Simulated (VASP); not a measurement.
# TaN (Fm-3m) in VASP: further runs

The runs below take TaN through single point, with PBE.

All numbers are computed with VASP 6.6.1; they aren't measurements. Logs are shortened: lines on timing, memory, paths and dates and some standing lists are left out, and cuts for length are marked.

**1. The crystal as given**

It takes space group Fm-3m (No. 225, cubic). The conventional cell has a = 4.423 Å, b = 4.423 Å, c = 4.423 Å, α = 90.00°, β = 90.00°, γ = 90.00°. Ta (site symmetry m-3m) has 6 N at 2.21 Å as nearest neighbours. N (site symmetry m-3m) has 6 Ta at 2.21 Å as nearest neighbours.

The cell comes from a database or a generator and needn't be the stable form of this composition.

**2. Single point, PBE**

Contents of INCAR:

```
SYSTEM = TaN
  PREC = Accurate
  ENCUT = 460
  EDIFF = 1E-7
  ISMEAR = 0
  SIGMA = 0.05
  LREAL = Auto
  LASPH = .TRUE.
  NELM = 100
  ALGO = Normal
  ISIF = 2
  LWAVE = .FALSE.
  LCHARG = .FALSE.
  GGA = PE
  ADDGRID = .FALSE.
```

Contents of KPOINTS:

```
Automatic mesh
0
G
  8 8 8
  0 0 0
```

Contents of POSCAR:

```
TaN
1.0
    0.0000000000      2.2113230000      2.2113230000
    2.2113230000      0.0000000000      2.2113230000
    2.2113230000      2.2113230000      0.0000000000
Ta N
1 1
Direct
    0.5000000000      0.5000000000      0.5000000000
    0.0000000000      0.0000000000      0.0000000000
```

Potentials or basis: VASP PAW PBE potentials, release 64 (Ta_pv, N).

The run is started by

```sh
$ cat potpaw_PBE.64/Ta_pv/POTCAR potpaw_PBE.64/N/POTCAR > POTCAR
$ mpirun -np 1 vasp_std > vasp.out
```

OUTCAR:

```text
SYSTEM = TaN
   PREC = Accurate
   ENCUT = 460
   EDIFF = 1E-7
   ISMEAR = 0
   LREAL = Auto
   LASPH = .TRUE.
   NELM = 100
   ISIF = 2
   GGA = PE

 Found     29 irreducible k-points:

 Following reciprocal coordinates:
            Coordinates               Weight
  0.000000  0.000000  0.000000      1.000000
  0.125000  0.000000  0.000000      8.000000
  0.250000  0.000000  0.000000      8.000000
  0.375000  0.000000  0.000000      8.000000
  0.500000  0.000000  0.000000      4.000000
  0.125000  0.125000  0.000000      6.000000
   k-points           NKPTS =     29   k-points in BZ     NKDIM =     29   number of bands    NBANDS=     12
   number of dos      NEDOS =    301   number of ions     NIONS =      2
   total plane-waves  NPLWV =  13824
   dimension x,y,z NGX =    24 NGY =   24 NGZ =   24
   dimension x,y,z NGXF=    48 NGYF=   48 NGZF=   48
   ions per type =               1   1
   NGX,Y,Z   is equivalent  to a cutoff of  12.76, 12.76, 12.76 a.u.
   NGXF,Y,Z  is equivalent  to a cutoff of  25.52, 25.52, 25.52 a.u.
 SYSTEM =  TaN
   PREC   = accura    normal or accurate (medium, high low for compatibility)
   ISTART =      0    job   : 0-new  1-cont  2-samecut
   ICHARG =      2    charge: 1-file 2-atom 10-const
   ISPIN  =      1    spin polarized calculation?
   LNONCOLLINEAR =      F non collinear calculations
   LSORBIT =      F    spin-orbit coupling
   LASPH  =      T    aspherical Exc in radial PAW
   ENCUT  =  460.0 eV  33.81 Ry    5.81 a.u.   5.47  5.47  5.47*2*pi/ulx,y,z
   NELM   =    100;   NELMIN=  2; NELMDL= -5     # of ELM steps
   EDIFF  = 0.1E-06   stopping-criterion for ELM
   LREAL  =      T    real-space projection
   EDIFFG = 0.1E-05   stopping-criterion for IOM
   NSW    =      0    number of steps for IOM
   IBRION =     -1    ionic relax: 0-MD 1-quasi-New 2-CG
   NFREE  =      0    steps in history (QN), initial steepest desc. (CG)
   ISIF   =      2    stress and relaxation
   ISYM   =      2    0-nonsym 1-usesym 2-fastsym
   POTIM  = 0.5000    time-step for ionic-motion
   TEBEG  =    0.0;   TEEND  =   0.0 temperature during run
   PSTRESS=    0.0 pullay stress
   NELECT =      16.0000    total number of electrons
   NUPDOWN=      -1.0000    fix difference up-down
   EMIN   =  10.00;   EMAX   =-10.00  energy-range for DOS
   EFERMI =   0.00;   METHOD = LEGACY
   ISMEAR =     0;   SIGMA  =   0.05  broadening in eV -4-tet -1-fermi 0-gaus
   EFERMI_NEDOS =   21; number of points for ismear=-14 and -15
   IALGO  =     38    algorithm
   IMIX   =      4    mixing-type and parameters
     AMIX     =   0.40;   BMIX     =  1.00
     AMIX_MAG =   1.60;   BMIX_MAG =  1.00
  volume/ion in A,a.u.               =      10.81        72.97
  Fermi-wavevector in a.u.,A,eV,Ry     =   1.480651  2.798024 29.828417  2.192327
  Thomas-Fermi vector in A             =   2.594659
   LORBIT       =      0    0 simple, 1 ext, 2 COOP (PROOUT), +10 PAW based schemes
   GGA     = PE    functional components
   LHFCALC =     F    Hartree Fock is set to
   AEXX    =    0.0000 exact exchange contribution
   IVDW    =     0    specifies the selected vdW correction
   LEPSILON=     F    determine dielectric tensor
   LRPA    =     F    only Hartree local field effects (RPA)
 non-spin polarized calculation
 Gauss-broadening in eV      SIGMA  =   0.05
  energy-cutoff  :      460.00
  volume of cell :       21.63
 maximum number of plane-waves:       531
 NGX is ok and might be reduce to    24
   NGX = 11   NGY = 11   NGZ = 11

 number of electron      16.0000003 magnetization

 Free energy of the ion-electron system (eV)
  ---------------------------------------------------
  ext. energy  EPLUGINS =         0.00000000
  ---------------------------------------------------
  free energy    TOTEN  =       -21.80556719 eV

  energy without entropy =      -21.80455648  energy(sigma->0) =      -21.80506184

 E-fermi :   9.3793     XC(G=0): -13.3427

 val. band max:        9.3434322636   @ k =  -0.2500   0.3750   0.1250
 cond. band min:       9.4199954874   @ k =   0.0000   0.0000   0.0000
 fundamental gap:      0.0765632239
 Fermi energy:         9.3793432441

 k-point     1 :       0.0000    0.0000    0.0000
  band No.  band energies     occupation
      1     -26.4464      2.00000
      2     -26.4464      2.00000
      3     -26.4464      2.00000
      4      -9.3669      2.00000
      5       5.5797      2.00000
      6       5.5797      2.00000
      7       5.5797      2.00000
      8       7.2985      2.00000
      9       7.2985      2.00000
     10       7.2985      2.00000
     11       9.4200      0.25022
     12       9.4200      0.25020

 k-point     2 :       0.1250    0.0000    0.0000
  band No.  band energies     occupation
      1     -26.5713      2.00000
      2     -26.4579      2.00000
      3     -26.4579      2.00000
      4      -9.0092      2.00000
      5       4.0478      2.00000
      6       4.5596      2.00000
      7       4.5596      2.00000
      8       7.8125      2.00000
      9       7.8125      2.00000
     10       7.8404      2.00000
     11      10.7340      0.00000
     12      10.7340      0.00000

 k-point     3 :       0.2500    0.0000    0.0000
  band No.  band energies     occupation
      1     -26.8607      2.00000
      2     -26.4858      2.00000
      3     -26.4858      2.00000
      4      -8.0846      2.00000
      5       1.7792      2.00000
      6       3.1638      2.00000
      7       3.1638      2.00000
      8       8.5959      2.00000
      9       8.9762      2.00000
     10       8.9762      2.00000
     11      13.1854      0.00000
     12      13.1854      0.00000

 k-point     4 :       0.3750    0.0000    0.0000
  band No.  band energies     occupation
      1     -27.1351      2.00000
      2     -26.5134      2.00000
      3     -26.5134      2.00000
      4      -6.9971      2.00000
      5      -0.0841      2.00000
      6       2.2258      2.00000
      7       2.2258      2.00000
      8       9.9333      0.00000
      9      10.4339      0.00000
     10      10.4339      0.00000
     11      14.1645      0.00000
     12      15.5360      0.00000

 k-point     5 :       0.5000    0.0000    0.0000
  band No.  band energies     occupation
      1     -27.2448      2.00000
      2     -26.5247      2.00000
      3     -26.5247      2.00000
      4      -6.4446      2.00000
      5      -0.8797      2.00000
      6       1.9022      2.00000
      7       1.9022      2.00000
      8      11.2097      0.00000
      9      11.2097      0.00000
     10      11.3011      0.00000
     11      13.1255      0.00000
     12      16.7179      0.00000

 k-point     6 :       0.1250    0.1250    0.0000
  band No.  band energies     occupation
      1     -26.5634      2.00000
      2     -26.4858      2.00000
      3     -26.4858      2.00000
      4      -8.9199      2.00000
      5       3.2282      2.00000
      6       4.9206      2.00000
      7       4.9206      2.00000
      8       6.6189      2.00000
      9       8.7136      2.00000
     10       8.7136      2.00000
     11       9.6698      0.00000
     12      10.5692      0.00000

 [... further k-points ...]

------------------------ aborting loop because EDIFF is reached ----------------------------------------

  FORCE on cell =-STRESS in cart. coord.  units (eV):
  Direction    XX          YY          ZZ          XY          YZ          ZX
  --------------------------------------------------------------------------------------
  -------------------------------------------------------------------------------------
  Total       -0.1088804     -0.1088804     -0.1088804     -0.0000000     -0.0000000      0.0000000
  in kB       -8.0662888     -8.0662888     -8.0662888     -0.0000000     -0.0000000      0.0000000
  external PRESSURE =      -8.0662888 kB  Pullay stress =       0.0000000 kB

 VOLUME and BASIS-vectors are now :
 -----------------------------------------------------------------------------
  energy-cutoff  :      460.00
  volume of cell :       21.63
      direct lattice vectors                 reciprocal lattice vectors
     0.000000000  2.211323000  2.211323000    -0.226108985  0.226108985  0.226108985
     2.211323000  0.000000000  2.211323000     0.226108985 -0.226108985  0.226108985
     2.211323000  2.211323000  0.000000000     0.226108985  0.226108985 -0.226108985

 POSITION                                       TOTAL-FORCE (eV/Angst)
 -----------------------------------------------------------------------------------
      2.21132      2.21132      2.21132         0.000000      0.000000     -0.000000
      0.00000      0.00000      0.00000        -0.000000     -0.000000      0.000000
 -----------------------------------------------------------------------------------
    total drift:                                0.000000     -0.000000     -0.000000

  FREE ENERGIE OF THE ION-ELECTRON SYSTEM (eV)
  ---------------------------------------------------
  free  energy   TOTEN  =       -21.8055671913 eV

  energy  without entropy=      -21.8045564790  energy(sigma->0) =      -21.80506184
```

stdout:

```text
POSCAR found type information on POSCAR TaN
 POSCAR found :  2 types and       2 ions
 scaLAPACK will be used
 -----------------------------------------------------------------------------
|                                                                             |
[... 25 lines left out ...]
|     molecular-dynamics runs (even for insulators or semiconductors),        |
|     since the presence of unoccupied bands improves wavefunction            |
|     prediction and helps to suppress 'band-crossings'.                      |
|                                                                             |
 -----------------------------------------------------------------------------
```

Run time: 10 s. Hardware: 1 thread of Intel Xeon Platinum 8488C (Sapphire Rapids), shared host; peak memory 0.14 GiB.

The run converged, but some of its settings lie outside the range that counts as converged, so its numbers aren't taken as properties of the crystal.

Results:

| Item | Value |
| --- | --- |
| Free energy | -21.8056 eV |
| Pressure | -0.8 GPa |
| Band gap on the k mesh | none (metal or under the smearing width) |

Caveat: the cutoff is under 1.25 times the usual one of these potentials, so pressure, stress and relaxed cells hold a basis-set (Pulay) error.

**3. Single point, PBE**

INCAR: that of step 2 with these lines changed.

```diff
@@ -3,6 +3,6 @@
   ENCUT = 460
-  EDIFF = 1E-7
+  EDIFF = 0.01
   ISMEAR = 0
   SIGMA = 0.05
-  LREAL = Auto
+  LREAL = .FALSE.
   LASPH = .TRUE.
```

KPOINTS is that of step 2.

POSCAR is that of step 2.

Potentials or basis: VASP PAW PBE potentials, release 64 (Ta_pv, N).

The run is started by

```sh
$ cat potpaw_PBE.64/Ta_pv/POTCAR potpaw_PBE.64/N/POTCAR > POTCAR
$ mpirun -np 1 vasp_std > vasp.out
```

Wall time 3.7 s (1 thread of Intel Xeon Platinum 8488C (Sapphire Rapids), shared host); peak memory 0.13 GiB.

The run converged, but some of its settings lie outside the range that counts as converged, so its numbers aren't taken as properties of the crystal.

What came out:

| Quantity | Value |
| --- | --- |
| Free energy | -21.8051 eV |
| Pressure | 0.0 GPa |
| Band gap on the k mesh | none (metal or under the smearing width) |

Caveat: the cutoff is under 1.25 times the usual one of these potentials, so pressure, stress and relaxed cells hold a basis-set (Pulay) error.

**4. For comparison**

An earlier run on the cell as given: functional PBE; potentials or basis VASP PAW PBE potentials, release 64 (Ta_pv, N); cutoff 520 eV; k mesh 10 × 10 × 10; occupations fermi-dirac, width 0.05 eV; no spin polarisation.

- Pressure: -0.6 GPa
- Band gap on the k mesh: none (metal or under the smearing width)
